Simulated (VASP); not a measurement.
# AlN (P6_3mc) in VASP: notebook

One slab, AlN, is run at these levels: PBE+D3(BJ); tasks: single point, relaxation of cell and atoms.

All numbers are computed with VASP 6.6.1; they aren't measurements. Logs are shortened: lines on timing, memory, paths and dates and some standing lists are left out, and cuts for length are marked.

**Measured values to compare with.**

From “Structural and optical properties of self-assembled AlN nanowires grown on SiO2/Si substrates by molecular beam epitaxy”, 2024, arxiv:2402.00216, for a bulk crystal of AlN at 0 K: band gap 6.0343 eV (an exciton energy, a little under the gap).

How close the calculation comes is told below.

### 1 The structure

It takes space group P6_3mc (No. 186, hexagonal). Conventional cell: a = 3.109 Å, b = 3.109 Å, c = 4.979 Å, α = 90.00°, β = 90.00°, γ = 120.00°. Al (site symmetry 3m) has 4 N at 1.89 to 1.90 Å as nearest neighbours. Around N (site symmetry 3m) lie 4 Al at 1.89 to 1.90 Å.

### 2 Single point, PBE+D3(BJ) (clean slab, lower planes held)

The input, INCAR:

```
SYSTEM = AlN
PREC = Accurate ; ENCUT = 520
EDIFF = 1E-6 ; ISMEAR = 0
SIGMA = 0.05 ; LREAL = Auto
LASPH = .TRUE. ; NELM = 100
ALGO = Fast ; ISIF = 2
LWAVE = .FALSE. ; LCHARG = .FALSE.
LDIPOL = .TRUE. ; IDIPOL = 3
DIPOL = 0.5 0.5 0.500 ; GGA = PE
IVDW = 12 ; NBANDS = 86
```

The input, KPOINTS:

```
Automatic mesh
0
G
  3 3 1
  0 0 0
```

The input, POSCAR:

```
AlN
1.0
    6.2188310403      0.0000000000      0.0000000000
   -3.1094155201      5.3856656627      0.0000000000
    0.0000000000      0.0000000000     24.0562460775
N Al
16 16
Direct
    0.1666666667      0.3333333333      0.3325539643
    0.1666666667      0.8333333333      0.3325539643
    0.6666666667      0.3333333333      0.3325539643
    0.6666666667      0.8333333333      0.3325539643
    0.3333333333      0.1666666667      0.4360361233
    0.3333333333      0.6666666667      0.4360361233
    0.8333333333      0.1666666667      0.4360361233
    0.8333333333      0.6666666667      0.4360361233
    0.1666666667      0.3333333333      0.5417288282
    0.1666666667      0.8333333333      0.5417288282
    0.6666666667      0.3333333333      0.5417288282
    0.6666666667      0.8333333333      0.5417288282
    0.3333333333      0.1666666667      0.6442090925
    0.3333333333      0.6666666667      0.6442090925
    0.8333333333      0.1666666667      0.6442090925
    0.8333333333      0.6666666667      0.6442090925
    0.3333333333      0.1666666667      0.3569995587
    0.3333333333      0.6666666667      0.3569995587
    0.8333333333      0.1666666667      0.3569995587
    0.8333333333      0.6666666667      0.3569995587
    0.1666666667      0.3333333333      0.4604817177
    0.1666666667      0.8333333333      0.4604817177
    0.6666666667      0.3333333333      0.4604817177
    0.6666666667      0.8333333333      0.4604817177
    0.3333333333      0.1666666667      0.5618896610
    0.3333333333      0.6666666667      0.5618896610
    0.8333333333      0.1666666667      0.5618896610
    0.8333333333      0.6666666667      0.5618896610
    0.1666666667      0.3333333333      0.6656839164
    0.1666666667      0.8333333333      0.6656839164
    0.6666666667      0.3333333333      0.6656839164
    0.6666666667      0.8333333333      0.6656839164
```

Potentials or basis: VASP PAW PBE potentials, release 64 (N, Al).

Run with:

```
cat potpaw_PBE.64/N/POTCAR potpaw_PBE.64/Al/POTCAR > POTCAR
mpirun -np 1 vasp_std > vasp.out
```

OUTCAR:

```text
SYSTEM = AlN
   PREC = Accurate
   ENCUT = 520
   EDIFF = 1E-6
   ISMEAR = 0
   LREAL = Auto
   LASPH = .TRUE.
   NELM = 100
   ISIF = 2
   GGA = PE
   IVDW = 12
 IVDW          = 12

 ion  position               nearest neighbor table
   1  0.167  0.333  0.333-  17 1.89  18 1.89  19 1.89
   2  0.167  0.833  0.333-  18 1.89  17 1.89  20 1.89
   3  0.667  0.333  0.333-  19 1.89  20 1.89  17 1.89
   4  0.667  0.833  0.333-  20 1.89  19 1.89  18 1.89
   5  0.333  0.167  0.436-  21 1.89  22 1.89  23 1.89  17 1.90
   6  0.333  0.667  0.436-  22 1.89  21 1.89  24 1.89  18 1.90
   7  0.833  0.167  0.436-  23 1.89  24 1.89  21 1.89  19 1.90
   8  0.833  0.667  0.436-  24 1.89  23 1.89  22 1.89  20 1.90
   9  0.167  0.333  0.542-  25 1.86  26 1.86  27 1.86  21 1.95
  10  0.167  0.833  0.542-  26 1.86  25 1.86  28 1.86  22 1.95
  11  0.667  0.333  0.542-  27 1.86  28 1.86  25 1.86  23 1.95
  12  0.667  0.833  0.542-  28 1.86  27 1.86  26 1.86  24 1.95
  13  0.333  0.167  0.644-  29 1.87  30 1.87  31 1.87  25 1.98
  14  0.333  0.667  0.644-  30 1.87  29 1.87  32 1.87  26 1.98
  15  0.833  0.167  0.644-  31 1.87  32 1.87  29 1.87  27 1.98
  16  0.833  0.667  0.644-  32 1.87  31 1.87  30 1.87  28 1.98
  17  0.333  0.167  0.357-   1 1.89   2 1.89   3 1.89   5 1.90  21 3.07  22 3.07  23 3.07  18 3.11
[... 38 lines left out ...]
 A1 = (   6.2188310403,   0.0000000000,   0.0000000000)
 A2 = (  -3.1094155201,   5.3856656627,   0.0000000000)
 A3 = (   0.0000000000,   0.0000000000,  24.0562460775)

Analysis of symmetry for initial positions (statically):
=====================================================================
 Subroutine PRICEL returns following result:

  LATTYP: Found a hexagonal cell.
 ALAT       =     3.1094155202
 C/A-ratio  =     7.7365813355

  Lattice vectors:

 A1 = (   3.1094155202,   0.0000000000,   0.0000000000)
 A2 = (  -1.5547077601,   2.6928328314,   0.0000000000)
 A3 = (   0.0000000000,   0.0000000000,  24.0562460775)

   4 primitive cells build up your supercell.

 Routine SETGRP: Setting up the symmetry group for a
 hexagonal supercell.

 Subroutine GETGRP returns: Found  6 space group operations
 (whereof  6 operations were pure point group operations)
 out of a pool of 24 trial point group operations.

The static configuration has the point symmetry C_3v.

Analysis of symmetry for dynamics (positions and initial velocities):
=====================================================================
 Subroutine PRICEL returns following result:

  LATTYP: Found a hexagonal cell.
 ALAT       =     3.1094155202
 C/A-ratio  =     7.7365813355

  Lattice vectors:

 A1 = (   3.1094155202,   0.0000000000,   0.0000000000)
 A2 = (  -1.5547077601,   2.6928328314,   0.0000000000)
 A3 = (   0.0000000000,   0.0000000000,  24.0562460775)

   4 primitive cells build up your supercell.

 Routine SETGRP: Setting up the symmetry group for a
 hexagonal supercell.

 Subroutine GETGRP returns: Found  6 space group operations
 (whereof  6 operations were pure point group operations)
 out of a pool of 24 trial point group operations.

The dynamic configuration has the point symmetry C_3v.

 Subroutine INISYM returns: Found  6 space group operations
 (whereof  6 operations are pure point group operations),
 and found     4 'primitive' translations

----------------------------------------------------------------------------------------

                                     Primitive cell

  volume of cell :     201.4262

  direct lattice vectors                    reciprocal lattice vectors
     3.109415520  0.000000000  0.000000000     0.321603849  0.185678069  0.000000000
    -1.554707760  2.692832831  0.000000000     0.000000000  0.371356138  0.000000000
     0.000000000  0.000000000 24.056246077     0.000000000  0.000000000  0.041569246

  length of vectors
     3.109415520  3.109415520 24.056246077     0.371356138  0.371356138  0.041569246

  position of ions in fractional coordinates (direct lattice)
     0.333333333  0.666666667  0.332553964
     0.666666667  0.333333333  0.436036123
     0.333333333  0.666666667  0.541728828
     0.666666667  0.333333333  0.644209092
     0.666666667  0.333333333  0.356999559
     0.333333333  0.666666667  0.460481718
     0.666666667  0.333333333  0.561889661
     0.333333333  0.666666667  0.665683916

  ion indices of the primitive-cell ions
   primitive index   ion index
                 1           1
                 2           5
                 3           9
                 4          13
                 5          17
                 6          21
                 7          25
                 8          29

----------------------------------------------------------------------------------------

 KPOINTS: Automatic mesh

Automatic generation of k-mesh.
 Grid dimensions read from file:
 generate k-points for:    3    3    1

 Generating k-lattice:

  Cartesian coordinates                     Fractional coordinates (reciprocal lattice)
     0.053600642  0.030946345  0.000000000     0.333333333  0.000000000  0.000000000
     0.000000000  0.061892690  0.000000000     0.000000000  0.333333333  0.000000000
     0.000000000  0.000000000  0.041569246     0.000000000  0.000000000  1.000000000

  Length of vectors
     0.061892690  0.061892690  0.041569246

  Shift w.r.t. Gamma in fractional coordinates (k-lattice)
     0.000000000  0.000000000  0.000000000

 Subroutine IBZKPT returns following result:
 ===========================================

 Found      3 irreducible k-points:

 Following reciprocal coordinates:
            Coordinates               Weight
  0.000000  0.000000  0.000000      1.000000
  0.333333 -0.000000  0.000000      6.000000
  0.333333  0.333333  0.000000      2.000000
   k-points           NKPTS =      3   k-points in BZ     NKDIM =      3   number of bands    NBANDS=     86
   number of dos      NEDOS =    301   number of ions     NIONS =     32
   total plane-waves  NPLWV = 414720
   dimension x,y,z NGX =    48 NGY =   48 NGZ =  180
   dimension x,y,z NGXF=    96 NGYF=   96 NGZF=  360
   ions per type =              16  16
   NGX,Y,Z   is equivalent  to a cutoff of  12.83, 12.83, 12.44 a.u.
   NGXF,Y,Z  is equivalent  to a cutoff of  25.66, 25.66, 24.88 a.u.
 SYSTEM =  AlN
   PREC   = accura    normal or accurate (medium, high low for compatibility)
   ISTART =      0    job   : 0-new  1-cont  2-samecut
   ICHARG =      2    charge: 1-file 2-atom 10-const
   ISPIN  =      1    spin polarized calculation?
   LNONCOLLINEAR =      F non collinear calculations
   LSORBIT =      F    spin-orbit coupling
   LASPH  =      T    aspherical Exc in radial PAW
   ENCUT  =  520.0 eV  38.22 Ry    6.18 a.u.  11.56 11.56 44.73*2*pi/ulx,y,z
   NELM   =    100;   NELMIN=  2; NELMDL= -5     # of ELM steps
   EDIFF  = 0.1E-05   stopping-criterion for ELM
   LREAL  =      T    real-space projection
   EDIFFG = 0.1E-04   stopping-criterion for IOM
   NSW    =      0    number of steps for IOM
   IBRION =     -1    ionic relax: 0-MD 1-quasi-New 2-CG
   NFREE  =      0    steps in history (QN), initial steepest desc. (CG)
   ISIF   =      2    stress and relaxation
   ISYM   =      2    0-nonsym 1-usesym 2-fastsym
   POTIM  = 0.5000    time-step for ionic-motion
   TEBEG  =    0.0;   TEEND  =   0.0 temperature during run
   PSTRESS=    0.0 pullay stress
   NELECT =     128.0000    total number of electrons
   NUPDOWN=      -1.0000    fix difference up-down
   EMIN   =  10.00;   EMAX   =-10.00  energy-range for DOS
   EFERMI =   0.00;   METHOD = LEGACY
   ISMEAR =     0;   SIGMA  =   0.05  broadening in eV -4-tet -1-fermi 0-gaus
   EFERMI_NEDOS =   21; number of points for ismear=-14 and -15
   IALGO  =     68    algorithm
   IMIX   =      4    mixing-type and parameters
     AMIX     =   0.40;   BMIX     =  1.00
     AMIX_MAG =   1.60;   BMIX_MAG =  1.00
  volume/ion in A,a.u.               =      25.18       169.91
  Fermi-wavevector in a.u.,A,eV,Ry     =   0.886651  1.675528 10.696226  0.786150
  Thomas-Fermi vector in A             =   2.007846
   LORBIT       =      0    0 simple, 1 ext, 2 COOP (PROOUT), +10 PAW based schemes
   GGA     = PE    functional components
   LHFCALC =     F    Hartree Fock is set to
   AEXX    =    0.0000 exact exchange contribution
   IVDW    =    12    specifies the selected vdW correction
   LEPSILON=     F    determine dielectric tensor
   LRPA    =     F    only Hartree local field effects (RPA)
 non-spin polarized calculation
 RMM-DIIS sequential band-by-band and
 Gauss-broadening in eV      SIGMA  =   0.05
  energy-cutoff  :      520.00
  volume of cell :      805.70
 maximum number of plane-waves:     21743
 NGX is ok and might be reduce to    48
   NGX = 23   NGY = 23   NGZ = 89

 dipolmoment           0.000000      0.000000      0.571801 electrons x Angstroem

 number of electron     127.9999971 magnetization

 dipolmoment           0.000000      0.000000     -0.672798 electrons x Angstroem

 Free energy of the ion-electron system (eV)
  ---------------------------------------------------
  ext. energy  EPLUGINS =         0.00000000
  ---------------------------------------------------
  free energy    TOTEN  =      -222.76173486 eV

  energy without entropy =     -222.70475343  energy(sigma->0) =     -222.73324414

 E-fermi :  -0.0263     XC(G=0):  -5.3165

 val. band max:       -0.0310327551   @ k =   0.3333  -0.0000   0.0000
 cond. band min:      -0.0177291450   @ k =   0.3333   0.3333   0.0000
 fundamental gap:      0.0133036102
 Fermi energy:        -0.0262782504

 k-point     1 :       0.0000    0.0000    0.0000
  band No.  band energies     occupation
      1     -17.9100      2.00000
      2     -16.8504      2.00000
      3     -16.2274      2.00000
      4     -16.2274      2.00000
      5     -16.2274      2.00000
      6     -15.6057      2.00000
[... 226 lines left out ...]
     75       4.6139      0.00000
     76       4.6148      0.00000
 [bands above 76 left out]

------------------------ aborting loop because EDIFF is reached ----------------------------------------

 vacuum level on the upper side and lower side of the slab       (xc-potential included)        -1.919         1.667

 Edisp (eV)   -6.81242

 E8    (eV) :    -2.7389

  FORCE on cell =-STRESS in cart. coord.  units (eV):
  Direction    XX          YY          ZZ          XY          YZ          ZX
  --------------------------------------------------------------------------------------
  -------------------------------------------------------------------------------------
  Total       1.01280     1.01280    -2.62247     0.00000     0.00000     0.00000
  in kB       2.01400     2.01400    -5.21489     0.00000     0.00000     0.00000
  external pressure =       -0.40 kB  Pullay stress =        0.00 kB

 VOLUME and BASIS-vectors are now :
 -----------------------------------------------------------------------------
  energy-cutoff  :      520.00
  volume of cell :      805.70
      direct lattice vectors                 reciprocal lattice vectors
     6.218831040  0.000000000  0.000000000     0.160801925  0.092839034  0.000000000
    -3.109415520  5.385665663  0.000000000     0.000000000  0.185678069  0.000000000
     0.000000000  0.000000000 24.056246077     0.000000000  0.000000000  0.041569246

 POSITION                                       TOTAL-FORCE (eV/Angst)
 -----------------------------------------------------------------------------------
      0.00000      1.79522      8.00000        -0.000000      0.000000      2.013786
     -1.55471      4.48805      8.00000        -0.000000      0.000000      2.013786
      3.10942      1.79522      8.00000        -0.000000      0.000000      2.013786
      1.55471      4.48805      8.00000        -0.000000      0.000000      2.013786
      1.55471      0.89761     10.48939         0.000000     -0.000000      1.972404
     -0.00000      3.59044     10.48939         0.000000     -0.000000      1.972404
[... 24 lines left out ...]
      3.10942      1.79522     16.01386        -0.000000      0.000000      0.009491
      1.55471      4.48805     16.01386        -0.000000      0.000000      0.009491
 -----------------------------------------------------------------------------------
    total drift:                                0.000001      0.000000     -0.029992

  FREE ENERGIE OF THE ION-ELECTRON SYSTEM (eV)
  ---------------------------------------------------
  free  energy   TOTEN  =      -229.5741555869 eV

  energy  without entropy=     -229.5171741570  energy(sigma->0) =     -229.54566487

 vacuum level on the upper side and lower side of the slab         3.871         7.542
```

Wall time 8.9 min (1 thread of Intel Xeon Platinum 8488C (Sapphire Rapids), shared host); peak memory 0.84 GiB.

What came out:

- Free energy: -229.5742 eV
- Largest force: 2.686 eV/Å
- Band gap on the k mesh: none (metal or under the smearing width)
- Dispersion energy per atom: -0.213 eV

Forces on the atoms (eV/Å):
```
N    0.000  0.000  2.014
N    0.000  0.000  2.014
N    0.000  0.000  2.014
N    0.000  0.000  2.014
N    0.000  0.000  1.972
N    0.000  0.000  1.972
N    0.000  0.000  1.972
N    0.000  0.000  1.972
N    0.000  0.000 -0.022
N    0.000  0.000 -0.022
N    0.000  0.000 -0.022
N    0.000  0.000 -0.022
N    0.000  0.000  0.007
N    0.000  0.000  0.007
N    0.000  0.000  0.007
N    0.000  0.000  0.007
Al   0.000  0.000 -2.686
Al   0.000  0.000 -2.686
Al   0.000  0.000 -2.686
Al   0.000  0.000 -2.686
Al   0.000  0.000 -1.310
Al   0.000  0.000 -1.310
Al   0.000  0.000 -1.310
Al   0.000  0.000 -1.310
Al   0.000  0.000  0.016
Al   0.000  0.000  0.016
Al   0.000  0.000  0.016
Al   0.000  0.000  0.016
Al   0.000  0.000  0.009
Al   0.000  0.000  0.009
Al   0.000  0.000  0.009
Al   0.000  0.000  0.009
```

Caveat: the k mesh is coarse (spacing up to 0.39 Å⁻¹), so the values aren't converged.

[end of part 1 of 2]
